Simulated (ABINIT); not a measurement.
# Sb (I4/mmm) in ABINIT: settings compared

Aim: see how the results for Sb move with the level of theory and the settings. Levels: LDA, PBEsol. Tasks: relaxation of cell and atoms.

All numbers are computed with ABINIT 10.8.3 (patched build); they aren't measurements. Logs are shortened: lines on timing, memory, paths and dates and some standing lists are left out, and cuts for length are marked. The log counts tension as positive stress, the text compression.

**1. The structure**

Symmetry: I4/mmm, No. 139, tetragonal system. The conventional cell has a = 3.153 Å, b = 3.153 Å, c = 5.424 Å, α = 90.00°, β = 90.00°, γ = 90.00°. Around Sb (site symmetry 4/mmm) lie 12 Sb at 3.15 to 3.51 Å.

This isn't the form of Sb at room conditions, which is rhombohedral.

**2. Relaxation of cell and atoms, LDA**

Contents of run.abi:

```
# Pseudopotentials
pp_dirpath "./"
pseudos "Sb.LDA_PW-JTH.xml"

# Structure
acell 3*1.0
rprim
    -2.9792291705     2.9792291705     5.1248209020
     2.9792291705    -2.9792291705     5.1248209020
     2.9792291705     2.9792291705    -5.1248209020
ntypat 1
znucl 51
natom 1
typat 1
xred
     0.0000000000     0.0000000000     0.0000000000
chkprim 0
chksymtnons 0
tolsym 1.0e-6

# Plane-wave basis
ecut 16.0
pawecutdg 32.0

# k points
kptopt 1
ngkpt 12 12 12
nshiftk 1
shiftk 0.0 0.0 0.0

# Exchange and correlation
ixc 7

# Bands and occupations
nband 12
occopt 3
tsmear 0.05 eV

# SCF cycle
nstep 100
tolvrs 1.0e-9

# Output
iomode 3
prtwf 0
prtden 0
prteig 0
prtebands 0
enunit 2

# Relaxation
ionmov 2
ntime 60
tolmxf 0.0001
optcell 2
dilatmx 1.08
ecutsm 0.5
```

Potentials or basis: JTH PAW LDA v2.0.

Command:

```bash
> abinit run.abi > log 2>&1
```

run.abo:

```text
.Version 10.8.3 of ABINIT
 Symmetries : space group I4/m m m (#139); Bravais tI (body-center tetrag.)
================================================================================
 Values of the parameters that define the memory need of the present run
     intxc =       0    ionmov =       2      iscf =      17    lmnmax =      18
     lnmax =       6     mgfft =      27  mpssoang =       3    mqgrid =    3001
     natom =       1  nloc_mem =       2    nspden =       1   nspinor =       1
    nsppol =       1      nsym =      16    n1xccc =       1    ntypat =       1
    occopt =       3   xclevel =       1
       mpw =         728          nfft =       19683          nkpt =         163
 PAW method is used; the additional fine FFT grid is defined by:
   mgfftf=        40    nfftf =     64000
================================================================================
================================================================================

--------------------------------------------------------------------------------
------------- Echo of variables that govern the present computation ------------
--------------------------------------------------------------------------------
 -outvars: echo values of preprocessed input variables --------
            acell      1.0000000000E+00  1.0000000000E+00  1.0000000000E+00 Bohr
              amu      1.21753000E+02
          chkprim           0
      chksymtnons           0
          dilatmx      1.08000000E+00
             ecut      1.60000000E+01 Hartree
           ecutsm      5.00000000E-01 Hartree
           enunit           2
           ionmov           2
                       outvar_i_n : Printing only first  50 k-points.
              ixc           7
                       outvar_i_n : Printing only first  50 k-points.
         kptrlatt       12    0    0      0   12    0      0    0   12
          kptrlen      7.15015001E+01
            natom           1
            nband          12
            ngfft          27      27      27
          ngfftdg          40      40      40
             nkpt         163
            nstep         100
             nsym          16
            ntime          60
           ntypat           1
                       prtocc : prtvol=0, do not print more k-points.
           occopt           3
          optcell           2
        pawecutdg      3.20000000E+01 Hartree
           prtden           0
        prtebands           0
           prteig           0
            prtwf           0
            rprim     -2.9792291705E+00  2.9792291705E+00  5.1248209020E+00
                       2.9792291705E+00 -2.9792291705E+00  5.1248209020E+00
                       2.9792291705E+00  2.9792291705E+00 -5.1248209020E+00
          spgroup         139
           tolmxf      1.00000000E-04
           tolsym      1.00000000E-06
           tolvrs      1.00000000E-09
[... 1256 lines left out ...]

 ----iterations are completed or convergence reached----

 Mean square residual over all n,k,spin=   19.245E-12; max=  16.025E-09
 reduced coordinates (array xred) for    1 atoms
       0.000000000000      0.000000000000      0.000000000000
 rms dE/dt=  0.0000E+00; max dE/dt=  0.0000E+00; dE/dt below (all hartree)
    1       0.000000000000      0.000000000000      0.000000000000

 cartesian coordinates (angstrom) at end:
    1      0.00000000000000     0.00000000000000     0.00000000000000

 cartesian forces (hartree/bohr) at end:
    1     -0.00000000000000    -0.00000000000000    -0.00000000000000
 frms,max,avg= 0.0000000E+00 0.0000000E+00   0.000E+00  0.000E+00  0.000E+00 h/b

 cartesian forces (eV/Angstrom) at end:
    1     -0.00000000000000    -0.00000000000000    -0.00000000000000
 frms,max,avg= 0.0000000E+00 0.0000000E+00   0.000E+00  0.000E+00  0.000E+00 e/A
 length scales=  6.467347305742  6.467347305742  6.467347305742 bohr
              =  3.422372806872  3.422372806872  3.422372806872 angstroms
 Fermi (or HOMO) energy (hartree) =   0.31593   Average Vxc (hartree)=  -0.37306
 Eigenvalues (hartree) for nkpt= 163  k points:
 kpt#   1, nband= 12, wtk=  0.00058, kpt=  0.0000  0.0000  0.0000 (reduced coord)
  -0.75765   -0.75609   -0.75536   -0.75536   -0.75302   -0.17267    0.50644    0.52065
   0.52065    0.69489    0.70720    0.73274
      occupation numbers for kpt#   1
   2.00000    2.00000    2.00000    2.00000    2.00000    2.00000    0.00000    0.00000
   0.00000    0.00000    0.00000    0.00000
 prteigrs : prtvol=0 or 1, do not print more k-points.

 Fermi (or HOMO) energy (eV) =   8.59702   Average Vxc (eV)= -10.15143
 Eigenvalues (   eV  ) for nkpt= 163  k points:
 kpt#   1, nband= 12, wtk=  0.00058, kpt=  0.0000  0.0000  0.0000 (reduced coord)
 -20.61660  -20.57419  -20.55427  -20.55427  -20.49085   -4.69858   13.78080   14.16772
  14.16772   18.90903   19.24390   19.93886
 prteigrs : prtvol=0 or 1, do not print more k-points.

--- !EnergyTerms
iteration_state     : {dtset: 1, itime: 13, icycle: 1, }
comment             : Components of total free energy in Hartree
kinetic             :  4.19053292855330E+00
hartree             :  2.10173126452547E+01
xc                  : -2.38076311775428E+00
Ewald energy        : -5.81046167921115E+01
psp_core            :  2.03433231601213E+00
local_psp           : -6.59960938997587E+01
PAW spherical_terms :  1.64602570537054E+01
internal            : -8.27790388660990E+01
'-kT*entropy'       : -1.53326419162601E-04
total_energy        : -8.27791921925181E+01
total_energy_eV     : -2.25253657188091E+03
...

--- !EnergyTermsDC
iteration_state     : {dtset: 1, itime: 13, icycle: 1, }
comment             : '"Double-counting" decomposition of free energy'
band_energy         : -6.97160112690232E+00
Ewald energy        : -5.81046167921115E+01
psp_core            :  2.03433231601213E+00
xc_dc               : -2.06853349212860E+01
PAW spherical_terms :  9.48185174717542E-01
internal            : -8.27790353495702E+01
'-kT*entropy'       : -1.53326419162601E-04
total_energy_dc     : -8.27791886759894E+01
total_energy_dc_eV  : -2.25253647619128E+03
...

--- !EnergyTermsWithPAWCore
iteration_state     : {dtset: 1, itime: 13, icycle: 1, }
comment             : 'Components of total free energy, including PAW core contributions'
Total energy        : -6.47613347748842E+03
Total energy DC     : -6.47613347397189E+03
Total energy (eV)   : -1.76224569436465E+05
Total energy DC (eV): -1.76224569340776E+05
...

 Cartesian components of stress tensor (hartree/bohr^3)
  sigma(1 1)=  2.92173036E-09  sigma(3 2)=  0.00000000E+00
  sigma(2 2)=  2.92173037E-09  sigma(3 1)=  0.00000000E+00
  sigma(3 3)=  5.97321194E-08  sigma(2 1)=  0.00000000E+00

-Cartesian components of stress tensor (GPa)         [Pressure= -6.4310E-04 GPa]
- sigma(1 1)=  8.59602750E-05  sigma(3 2)=  0.00000000E+00
- sigma(2 2)=  8.59602751E-05  sigma(3 1)=  0.00000000E+00
- sigma(3 3)=  1.75737963E-03  sigma(2 1)=  0.00000000E+00

== END DATASET(S) ==============================================================
================================================================================

 -outvars: echo values of variables after computation  --------
            acell      6.4673473057E+00  6.4673473057E+00  6.4673473057E+00 Bohr
           etotal     -8.2779188676E+01
            fcart     -0.0000000000E+00 -0.0000000000E+00 -0.0000000000E+00
            rprim     -4.6129170059E-01  4.6129170059E-01  7.5790496366E-01
                       4.6129170059E-01 -4.6129170059E-01  7.5790496366E-01
                       4.6129170059E-01  4.6129170059E-01 -7.5790496366E-01
           strten      2.9217303629E-09  2.9217303663E-09  5.9732119383E-08
                       0.0000000000E+00  0.0000000000E+00  0.0000000000E+00
 Calculation completed.
```

Run time: 8.2 min. Hardware: 1 thread of Arm Neoverse V1, shared host; peak memory 0.13 GiB.

Results:

| Quantity | Value |
| --- | --- |
| Free energy | -2252.5365 eV |
| Relaxed volume | 25.86 Å³/atom |
| Relaxed cell | a = 3.422 Å, b = 3.422 Å, c = 3.422 Å, α = 125.06°, β = 125.06°, γ = 81.44° |
| Space group after relaxing (to 0.05 Å) | I4/mmm (No. 139) |
| Energy gained by relaxing | 10.5 meV/atom |
| Ionic steps | 13 |
| Pressure after relaxing | 0.0 GPa |
| Band gap on the k mesh | none (metal or under the smearing width) |
| Valence electrons inside the program's atomic spheres | Sb 12.41 (radii [1.2705] Å) |

Step by step:
| step | energy change (eV) | largest force (eV/Å) | pressure (GPa) | volume (Å³) |
| --- | --- | --- | --- | --- |
| 1 | 0.0000 | 0.0000 | -2.42 | 26.96 |
| 2 | -0.0027 | 0.0000 | -1.98 | 26.76 |
| 3 | -0.0078 | 0.0000 | 0.14 | 25.92 |
| 4 | -0.0079 | 0.0000 | 0.01 | 25.96 |
| 5 | -0.0080 | 0.0000 | -0.12 | 26.01 |
| 6 | -0.0084 | 0.0000 | -0.47 | 26.10 |
| 7 | -0.0043 | 0.0000 | -1.71 | 26.48 |
| 8 | -0.0092 | 0.0000 | -0.59 | 26.12 |
| 9 | -0.0096 | 0.0000 | -0.58 | 26.10 |
| 10 | -0.0103 | 0.0000 | -0.30 | 25.96 |
| 11 | -0.0104 | 0.0000 | -0.19 | 25.93 |
| 12 | -0.0105 | 0.0000 | -0.03 | 25.87 |
| 13 | -0.0105 | 0.0000 | 0.00 | 25.86 |

Final structure:
```xyz
1
Lattice="-1.5787 1.5787 2.5938 1.5787 -1.5787 2.5938 1.5787 1.5787 -2.5938" Properties=species:S:1:pos:R:3 pbc="T T T"
Sb    0.0000    0.0000    0.0000
```

The run has no spin-orbit coupling, so splittings on Sb are missing.

**3. Relaxation of cell and atoms, PBEsol**

Edit run.abi of step 2 so:

```diff
@@ -2,3 +2,3 @@
 pp_dirpath "./"
-pseudos "Sb.LDA_PW-JTH.xml"
+pseudos "Sb.GGA_PBE-JTH.xml"
 
@@ -23,2 +23,3 @@
 pawecutdg 32.0
+pawxcdev 0
 
@@ -31,3 +32,3 @@
 # Exchange and correlation
-ixc 7
+ixc -116133
```

Potentials or basis: JTH PAW PBE v2.0.

Command:

```bash
> abinit run.abi > log 2>&1
```

Wall time 6.7 min (1 thread of Arm Neoverse V1, shared host); peak memory 0.15 GiB.

It converged, with:

| Item | Value |
| --- | --- |
| Free energy | -2247.7850 eV |
| Relaxed volume | 26.33 Å³/atom |
| Relaxed cell | a = 3.441 Å, b = 3.441 Å, c = 3.441 Å, α = 124.96°, β = 124.96°, γ = 81.60° |
| Space group after relaxing (to 0.05 Å) | I4/mmm (No. 139) |
| Energy gained by relaxing | 5.7 meV/atom |
| Ionic steps | 9 |
| Pressure after relaxing | 0.0 GPa |
| Band gap on the k mesh | none (metal or under the smearing width) |
| Valence electrons inside the program's atomic spheres | Sb 12.38 (radii [1.2705] Å) |

The path:
```
step  energy change (eV)  largest force (eV/Å)  pressure (GPa)  volume (Å³)
   1              0.0000                0.0000           -1.23        26.96
   2             -0.0007                0.0000           -1.00        26.86
   3             -0.0024                0.0000            0.13        26.39
   4             -0.0025                0.0000            0.13        26.39
   5              0.0098                0.0000            0.69        26.64
   6             -0.0052                0.0000            0.32        26.23
   7             -0.0056                0.0000            0.17        26.26
   8             -0.0057                0.0000           -0.07        26.36
   9             -0.0057                0.0000            0.00        26.33
```

Final structure:
```
Sb
1.0
    -1.58978    1.58978    2.60484
     1.58978   -1.58978    2.60484
     1.58978    1.58978   -2.60484
Sb
1
Direct
  0.00000 0.00000 0.00000
```

Levels at points of the mesh, in eV from the Fermi level:
```
           k point  band 5  band 6  band 7  band 8  band 9  band 10  band 11  band 12
(0.00, 0.00, 0.00)  -29.13  -13.13    5.16    5.53    5.53    10.15    10.55    11.16
(0.50, 0.00, 0.00)  -29.11   -9.20   -5.96    2.31    5.04     6.88    10.22    10.36
(0.50, 0.50, 0.00)  -29.06   -6.86   -4.64   -0.72    0.48     3.62     4.42    17.12
(0.50, 0.50, 0.50)  -29.11   -8.88   -5.68    1.69    1.69     5.68     5.70    21.87
```

Caveat: the PAW data sets were made with another functional, which shifts forces and pressure a little.

**4. For comparison**

An earlier run on the cell as given: functional PBE; potentials or basis JTH PAW PBE v2.0; cutoff 435 eV; k mesh 12 × 12 × 12; occupations fermi-dirac, width 0.05 eV; no spin polarisation.

- Pressure: 1.6 GPa
- Band gap on the k mesh: none (metal or under the smearing width)
- Valence electrons inside the program's atomic spheres: Sb 12.37 (radii [1.2705] Å)

**5. Overview**

```csv
task,level,potentials or basis,cell,cell freedom (optcell),cutoff smearing ecutsm (Ha),optimiser (ionmov),force stop (Ha/bohr),gap on the mesh (eV),pressure (GPa),relaxed volume (Å³/atom)
relaxation of cell and atoms,LDA,JTH PAW LDA v2.0,relaxed,2,0.5,2,0.0001,none,0.0,25.86
relaxation of cell and atoms,PBEsol,JTH PAW PBE v2.0,relaxed,2,0.5,2,0.0001,none,0.0,26.33
single point,PBE,JTH PAW PBE v2.0,as given,-,-,-,-,none,1.6,-
```

Alike in all rows: no spin polarisation; k mesh 12 × 12 × 12; cutoff (eV) 435; smearing fermi-dirac 0.05 eV.

Caveats: the PAW data sets were made with another functional, which shifts forces and pressure a little (some runs).

Total energies depend on the potentials used, so only differences within one code and one set of settings carry meaning.
